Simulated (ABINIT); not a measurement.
# LiHF2 (R-3m) in ABINIT: further runs

Aim: see how the results for LiHF2 move with the level of theory and the settings. Levels: AM05, PBEsol. Tasks: single point.

Program: ABINIT 10.8.3 (patched build). These are calculated values, not measurements. Logs are shortened: lines on timing, memory, paths and dates and some standing lists are left out, and cuts for length are marked. The log counts tension as positive stress, the text compression.

## 1. The crystal as given

It takes space group R-3m (No. 166, trigonal). Conventional cell: a = 2.934 Å, b = 2.934 Å, c = 13.100 Å, α = 90.00°, β = 90.00°, γ = 120.00°. Around F (site symmetry 3m) lie 1 H at 1.14 Å. Li (site symmetry -3m) has 6 F at 1.99 Å as nearest neighbours. H (site symmetry -3m) is surrounded by 2 F at 1.14 Å.

The cell comes from a database or a generator and needn't be the stable form of this composition.

## 2. Single point, AM05

run.abi reads:

```
# Pseudopotentials
pp_dirpath "./"
pseudos "F.upf, Li.upf, H.upf"

# Structure
acell 3*1.0 Angstrom
rprim
     1.4669835874     0.8469633691     4.3666887241
    -1.4669835874     0.8469633691     4.3666887241
     0.0000000000    -1.6939267382     4.3666887241
ntypat 3
znucl 9 3 1
natom 4
typat 1 1 2 3
xcart
     0.0000000000     0.0000000000     7.6857841952
     0.0000000000     0.0000000000     5.4142819771
     0.0000000000     0.0000000000     0.0000000000
     0.0000000000     0.0000000000     6.5500330862 Angstrom

# Plane-wave basis
ecut 1306.146540 eV

# k points
kptopt 1
ngkpt 8 8 8
nshiftk 1
shiftk 0.0 0.0 0.0

# Exchange and correlation
ixc -120135

# Bands and occupations
nband 13
occopt 3
tsmear 0.00183747

# SCF cycle
nstep 100
tolvrs 1.0e-10

# Output
iomode 3
prtwf 0
prtden 0
prteig 0
prtebands 0
enunit 1
```

Potentials or basis: PseudoDojo NC SR PBEsol v0.4 stringent.

On the command line:

```bash
$ abinit run.abi > log 2>&1
```

run.abo:

```text
.Version 10.8.3 of ABINIT
 Symmetries : space group R-3 m (#166); Bravais hR (rhombohedral)
================================================================================
 Values of the parameters that define the memory need of the present run
     intxc =       0    ionmov =       0      iscf =       7    lmnmax =       5
     lnmax =       5     mgfft =      60  mpssoang =       3    mqgrid =    3001
     natom =       4  nloc_mem =       1    nspden =       1   nspinor =       1
    nsppol =       1      nsym =      12    n1xccc =    2501    ntypat =       3
    occopt =       3   xclevel =       2
       mpw =        3508          nfft =      216000          nkpt =          65
================================================================================
================================================================================

--------------------------------------------------------------------------------
------------- Echo of variables that govern the present computation ------------
--------------------------------------------------------------------------------
 -outvars: echo values of preprocessed input variables --------
            acell      1.8897261259E+00  1.8897261259E+00  1.8897261259E+00 Bohr
              amu      1.89984032E+01  6.94100000E+00  1.00794000E+00
             ecut      4.80000000E+01 Hartree
           enunit           1
                       outvar_i_n : Printing only first  50 k-points.
              ixc     -120135
                       outvar_i_n : Printing only first  50 k-points.
         kptrlatt        8    0    0      0    8    0      0    0    8
          kptrlen      4.43551554E+01
            natom           4
            nband          13
            ngfft          60      60      60
             nkpt          65
            nstep         100
             nsym          12
           ntypat           3
                       prtocc : prtvol=0, do not print more k-points.
           occopt           3
           prtden           0
        prtebands           0
           prteig           0
            prtwf           0
            rprim      1.4669835874E+00  8.4696336910E-01  4.3666887241E+00
                      -1.4669835874E+00  8.4696336910E-01  4.3666887241E+00
                       0.0000000000E+00 -1.6939267382E+00  4.3666887241E+00
          spgroup         166
           tolvrs      1.00000000E-10
           tsmear      1.83747000E-03 Hartree
            typat      1  1  2  3
                       outvars : Printing only first  50 k-points.
           xangst      8.1940720344E-18 -7.6359130546E-19  7.6857841952E+00
                      -4.4261068911E-17  2.4232712617E-17  5.4142819771E+00
                       0.0000000000E+00  0.0000000000E+00  0.0000000000E+00
                       0.0000000000E+00  0.0000000000E+00  6.5500330861E+00
            xcart      1.5484552001E-17 -1.4429784394E-18  1.4524027192E+01
                      -8.3641298282E-17  4.5793190134E-17  1.0231510105E+01
                       0.0000000000E+00  0.0000000000E+00  0.0000000000E+00
                       0.0000000000E+00  0.0000000000E+00  1.2377768648E+01
             xred      5.8669812000E-01  5.8669812000E-01  5.8669812000E-01
                       4.1330188000E-01  4.1330188000E-01  4.1330188000E-01
                       0.0000000000E+00  0.0000000000E+00  0.0000000000E+00
                       5.0000000000E-01  5.0000000000E-01  5.0000000000E-01
            znucl        9.00000    3.00000    1.00000

================================================================================

 chkinp: Checking input parameters for consistency.

================================================================================
== DATASET  1 ==================================================================

--- !DatasetInfo
iteration_state: {dtset: 1, }
dimensions: {natom: 4, nkpt: 65, mband: 13, nsppol: 1, nspinor: 1, nspden: 1, mpw: 3508, }
cutoff_energies: {ecut:  48.0, pawecutdg:  -1.0, }
electrons: {nelect:   1.80000000E+01, charge:   0.00000000E+00, occopt:   3.00000000E+00, tsmear:   1.83747000E-03, }
meta: {optdriver: 0, ionmov: 0, optcell: 0, iscf: 7, paral_kgb: 0, }
...

 Real(R)+Recip(G) space primitive vectors, cartesian coordinates (Bohr,Bohr^-1):
 R(1)=  2.7721972  1.6005288  8.2518458  G(1)=  0.1803623  0.1041323  0.0403950
 R(2)= -2.7721972  1.6005288  8.2518458  G(2)= -0.1803623  0.1041323  0.0403950
 R(3)=  0.0000000 -3.2010576  8.2518458  G(3)=  0.0000000 -0.2082645  0.0403950
 Unit cell volume ucvol=  2.1967972E+02 bohr^3
 Angles (23,13,12)=  3.65053538E+01  3.65053538E+01  3.65053538E+01 degrees

 getcut: wavevector=  0.0000  0.0000  0.0000  ngfft=  60  60  60
         ecut(hartree)=     48.000   => boxcut(ratio)=   2.17364

--- Pseudopotential description ------------------------------------------------
- pspini: atom type   1  psp file is ./F.upf
12 -116133 2 -1 832                           pspcod,pspxc,lmax,lloc,mmax
     nproj     2     2     1

- pspini: atom type   2  psp file is ./Li.upf
12 -116133 1 -1 1944                          pspcod,pspxc,lmax,lloc,mmax
     nproj     2     2     0

- pspini: atom type   3  psp file is ./H.upf
12 -116133 1 -1 1180                          pspcod,pspxc,lmax,lloc,mmax
     nproj     2     1     0

   2.14845859E+02                                ecore*ucvol(ha*bohr**3)
--------------------------------------------------------------------------------

================================================================================

--- !BeginCycle
iteration_state: {dtset: 1, }
solver: {iscf: 7, nstep: 100, nline: 4, wfoptalg: 0, }
tolerances: {tolvrs: 1.00E-10, }
...

     iter   Etot(hartree)      deltaE(h)  residm     vres2
 ETOT  1  -56.951705841278    -5.695E+01 1.023E-01 9.944E+02
 ETOT  2  -56.999916025065    -4.821E-02 7.571E-03 4.970E+02
 ETOT  3  -57.046946627273    -4.703E-02 1.491E-02 2.355E+01
 ETOT  4  -57.048147853927    -1.201E-03 1.389E-03 6.803E-01
 ETOT  5  -57.048154209141    -6.355E-06 5.866E-04 6.830E-02
 ETOT  6  -57.048154767870    -5.587E-07 2.424E-03 4.228E-03
 ETOT  7  -57.048154809472    -4.160E-08 4.589E-04 1.028E-04
 ETOT  8  -57.048154812991    -3.519E-09 1.118E-03 1.967E-06
 ETOT  9  -57.048154813014    -2.290E-11 1.322E-04 6.152E-08
 ETOT 10  -57.048154813020    -5.969E-12 2.508E-04 2.083E-09
 ETOT 11  -57.048154813020     2.913E-13 1.407E-04 1.414E-11

 At SCF step   11       vres2   =  1.41E-11 < tolvrs=  1.00E-10 =>converged.

 Cartesian components of stress tensor (hartree/bohr^3)
  sigma(1 1)= -1.10390971E-04  sigma(3 2)=  0.00000000E+00
  sigma(2 2)= -1.10390971E-04  sigma(3 1)=  0.00000000E+00
  sigma(3 3)= -8.44287796E-05  sigma(2 1)=  0.00000000E+00

--- !ResultsGS
iteration_state: {dtset: 1, }
comment   : Summary of ground state results
lattice_vectors:
- [  2.7721972,   1.6005288,   8.2518458, ]
- [ -2.7721972,   1.6005288,   8.2518458, ]
- [  0.0000000,  -3.2010576,   8.2518458, ]
lattice_lengths: [   8.85097,    8.85097,    8.85097, ]
lattice_angles: [ 36.505,  36.505,  36.505, ] # degrees, (23, 13, 12)
lattice_volume:   2.1967972E+02
convergence: {deltae:  2.913E-13, res2:  1.414E-11, residm:  1.407E-04, diffor: null, }
etotal    :  -5.70481548E+01
entropy   :   0.00000000E+00
fermie    :   1.34958365E-01
cartesian_stress_tensor: # hartree/bohr^3
- [ -1.10390971E-04,   0.00000000E+00,   0.00000000E+00, ]
- [  0.00000000E+00,  -1.10390971E-04,   0.00000000E+00, ]
- [  0.00000000E+00,   0.00000000E+00,  -8.44287796E-05, ]
pressure_GPa:   2.9932E+00
xred      :
- [  5.8670E-01,   5.8670E-01,   5.8670E-01,  F]
- [  4.1330E-01,   4.1330E-01,   4.1330E-01,  F]
- [  0.0000E+00,   0.0000E+00,   0.0000E+00, Li]
- [  5.0000E-01,   5.0000E-01,   5.0000E-01,  H]
cartesian_forces: # hartree/bohr
- [ -9.23981487E-20,   1.65763237E-20,  -9.27905833E-04, ]
- [  2.00818366E-19,  -1.24996541E-19,   9.27905833E-04, ]
- [ -5.42101086E-20,   5.42101086E-20,  -0.00000000E+00, ]
- [ -5.42101086E-20,   5.42101086E-20,  -0.00000000E+00, ]
force_length_stats: {min:   7.66646708E-20, max:   9.27905833E-04, mean:   4.63952917E-04, }
...

 Integrated electronic density in atomic spheres:
 ------------------------------------------------
 Atom  Sphere_radius  Integrated_density
    1        2.00000          7.15404119
    2        2.00000          7.15404119
    3        2.00000          2.33098042
    4        2.00000          4.84003819
================================================================================

 ----iterations are completed or convergence reached----

 Mean square residual over all n,k,spin=   27.666E-08; max=  14.065E-05
 reduced coordinates (array xred) for    4 atoms
       0.586698120003      0.586698120003      0.586698120003
       0.413301879997      0.413301879997      0.413301879997
       0.000000000000      0.000000000000      0.000000000000
       0.500000000000      0.500000000000      0.500000000000
 rms dE/dt=  5.4143E-03; max dE/dt=  7.6569E-03; dE/dt below (all hartree)
    1       0.007656935819      0.007656935819      0.007656935819
    2      -0.007656935819     -0.007656935819     -0.007656935819
    3       0.000000000000      0.000000000000      0.000000000000
    4       0.000000000000      0.000000000000      0.000000000000

 cartesian coordinates (angstrom) at end:
    1      0.00000000000000    -0.00000000000000     7.68578419520000
    2     -0.00000000000000     0.00000000000000     5.41428197710000
    3      0.00000000000000     0.00000000000000     0.00000000000000
    4      0.00000000000000     0.00000000000000     6.55003308615000

 cartesian forces (hartree/bohr) at end:
    1     -0.00000000000000     0.00000000000000    -0.00092790583303
    2      0.00000000000000    -0.00000000000000     0.00092790583303
    3     -0.00000000000000     0.00000000000000    -0.00000000000000
    4     -0.00000000000000     0.00000000000000    -0.00000000000000
 frms,max,avg= 3.7881597E-04 9.2790583E-04   0.000E+00  0.000E+00  0.000E+00 h/b

 cartesian forces (eV/Angstrom) at end:
    1     -0.00000000000000     0.00000000000000    -0.04771483639005
    2      0.00000000000000    -0.00000000000000     0.04771483639005
    3     -0.00000000000000     0.00000000000000    -0.00000000000000
    4     -0.00000000000000     0.00000000000000    -0.00000000000000
 frms,max,avg= 1.9479500E-02 4.7714836E-02   0.000E+00  0.000E+00  0.000E+00 e/A
 length scales=  1.889726125908  1.889726125908  1.889726125908 bohr
              =  1.000000000000  1.000000000000  1.000000000000 angstroms
 Fermi (or HOMO) energy (eV) =   3.67240   Average Vxc (eV)=  -9.22305
 Eigenvalues (   eV  ) for nkpt=  65  k points:
 kpt#   1, nband= 13, wtk=  0.00195, kpt=  0.0000  0.0000  0.0000 (reduced coord)
 -41.96641  -23.21939  -21.72722   -8.05460   -2.66524   -2.66524   -2.59060   -2.46287
  -2.46287    6.24567   10.97276   14.96743   16.40787
 prteigrs : prtvol=0 or 1, do not print more k-points.

--- !EnergyTerms
iteration_state     : {dtset: 1, }
comment             : Components of total free energy in Hartree
kinetic             :  3.85832606190904E+01
hartree             :  1.76402548757926E+01
xc                  : -1.28821277610262E+01
Ewald energy        : -3.43368924624909E+01
psp_core            :  9.77995862444193E-01
local_psp           : -5.75510448701121E+01
non_local_psp       : -9.47960107671807E+00
internal            : -5.70481548130199E+01
'-kT*entropy'       :  1.40993264930296E-15
total_energy        : -5.70481548130199E+01
total_energy_eV     : -1.55235937523761E+03
band_energy         : -8.12749677867374E+00
...

 Cartesian components of stress tensor (hartree/bohr^3)
  sigma(1 1)= -1.10390971E-04  sigma(3 2)=  0.00000000E+00
  sigma(2 2)= -1.10390971E-04  sigma(3 1)=  0.00000000E+00
  sigma(3 3)= -8.44287796E-05  sigma(2 1)=  0.00000000E+00

-Cartesian components of stress tensor (GPa)         [Pressure=  2.9932E+00 GPa]
- sigma(1 1)= -3.24781449E+00  sigma(3 2)=  0.00000000E+00
- sigma(2 2)= -3.24781450E+00  sigma(3 1)=  0.00000000E+00
- sigma(3 3)= -2.48398046E+00  sigma(2 1)=  0.00000000E+00

== END DATASET(S) ==============================================================
================================================================================

 -outvars: echo values of variables after computation  --------
            acell      1.8897261259E+00  1.8897261259E+00  1.8897261259E+00 Bohr
           etotal     -5.7048154813E+01
            fcart     -9.2398148733E-20  1.6576323695E-20 -9.2790583303E-04
                       2.0081836598E-19 -1.2499654094E-19  9.2790583303E-04
                      -5.4210108624E-20  5.4210108624E-20 -0.0000000000E+00
                      -5.4210108624E-20  5.4210108624E-20 -0.0000000000E+00
            rprim      1.4669835874E+00  8.4696336910E-01  4.3666887241E+00
                      -1.4669835874E+00  8.4696336910E-01  4.3666887241E+00
                       0.0000000000E+00 -1.6939267382E+00  4.3666887241E+00
           strten     -1.1039097090E-04 -1.1039097108E-04 -8.4428779613E-05
                       0.0000000000E+00  0.0000000000E+00  0.0000000000E+00
           xangst      8.1940720344E-18 -7.6359130546E-19  7.6857841952E+00
                      -4.4261068911E-17  2.4232712617E-17  5.4142819771E+00
                       0.0000000000E+00  0.0000000000E+00  0.0000000000E+00
                       0.0000000000E+00  0.0000000000E+00  6.5500330861E+00
             xred      5.8669812000E-01  5.8669812000E-01  5.8669812000E-01
                       4.1330188000E-01  4.1330188000E-01  4.1330188000E-01
                       0.0000000000E+00  0.0000000000E+00  0.0000000000E+00
                       5.0000000000E-01  5.0000000000E-01  5.0000000000E-01
 Calculation completed.
```

It took 2.8 min on 1 thread of Arm Neoverse V2, shared host; peak memory 0.17 GiB.

Results:

| Property | Result |
| --- | --- |
| Free energy | -1552.3594 eV |
| Pressure | 3.0 GPa |
| Largest force | 0.048 eV/Å |
| Band gap on the k mesh | 8.51 eV, indirect (least direct gap 8.71 eV) |
| All electrons inside the program's atomic spheres | F 7.15; Li 2.33; H 4.84 |

Forces in eV/Å, atoms in the order of the input:
```
F    0.000  0.000 -0.048
F    0.000  0.000  0.048
Li   0.000  0.000  0.000
H    0.000  0.000  0.000
```

Stress tensor (GPa, compression positive):
```
3.25 0.00 0.00
0.00 3.25 0.00
0.00 0.00 2.48
```

Caveat: the potentials were made for another functional, which shifts forces and pressure. A hybrid or GW would open this gap; AM05 tends to underestimate it.

## 3. Single point, PBEsol

run.abi reads:

```
# Pseudopotentials
pp_dirpath "./"
pseudos "F.upf, Li.upf, H.upf"

# Structure
acell 3*1.0
rprim
     2.7721972095     1.6005288052     8.2518457600
    -2.7721972095     1.6005288052     8.2518457600
     0.0000000000    -3.2010576104     8.2518457600
ntypat 3
znucl 9 3 1
natom 4
typat 1 1 2 3
xred
     0.5866981200     0.5866981200     0.5866981200
     0.4133018800     0.4133018800     0.4133018800
     0.0000000000     0.0000000000     0.0000000000
     0.5000000000     0.5000000000     0.5000000000

# Plane-wave basis
ecut 48.0

# k points
kptopt 1
ngkpt 8 8 8
nshiftk 1
shiftk 0.0 0.0 0.0

# Exchange and correlation
ixc -116133

# Bands and occupations
nband 13
occopt 3
tsmear 0.05 eV

# SCF cycle
nstep 100
tolvrs 1.0e-10

# Output
iomode 3
prtwf 0
prtden 0
prteig 0
prtebands 0
enunit 1
```

Potentials or basis: PseudoDojo NC SR PBEsol v0.4 stringent.

On the command line:

```bash
$ abinit run.abi > log 2>&1
```

Wall time 3.9 min (1 thread of AMD EPYC 7R43 (Zen 3), shared host); peak memory 0.16 GiB.

The run converged. Its results:

| Property | Result |
| --- | --- |
| Free energy | -1554.3933 eV |
| Pressure | 1.6 GPa |
| Largest force | 0.011 eV/Å |
| Band gap on the k mesh | 8.32 eV, indirect (least direct gap 8.52 eV) |
| All electrons inside the program's atomic spheres | F 7.15; Li 2.33; H 4.84 |

Forces on the atoms (eV/Å):
```
F    0.000  0.000  0.011
F    0.000  0.000 -0.011
Li   0.000  0.000  0.000
H    0.000  0.000  0.000
```

Stress tensor (GPa, compression positive):
```
1.69 0.00 0.00
0.00 1.69 0.00
0.00 0.00 1.34
```

Levels at points of the mesh, in eV from the valence-band top:
| k point | band 6 | band 7 | band 8 | band 9 | band 10 | band 11 | band 12 | band 13 |
| --- | --- | --- | --- | --- | --- | --- | --- | --- |
| (0.00, 0.00, 0.00) | -0.41 | -0.33 | -0.20 | -0.20 | 8.32 | 13.09 | 17.06 | 18.60 |
| (0.50, 0.00, 0.00) | -1.51 | -0.75 | -0.63 | -0.57 | 11.78 | 13.91 | 16.46 | 18.13 |
| (0.50, 0.50, 0.00) | -1.59 | -1.18 | -1.11 | -0.15 | 13.77 | 14.22 | 14.29 | 16.43 |
| (0.50, 0.50, 0.50) | -0.60 | -0.60 | 0.00 | 0.00 | 9.28 | 12.42 | 16.01 | 19.90 |

A k mesh can miss the band edges. Expect the measured gap to be larger: semilocal functionals such as PBEsol lack the derivative discontinuity.
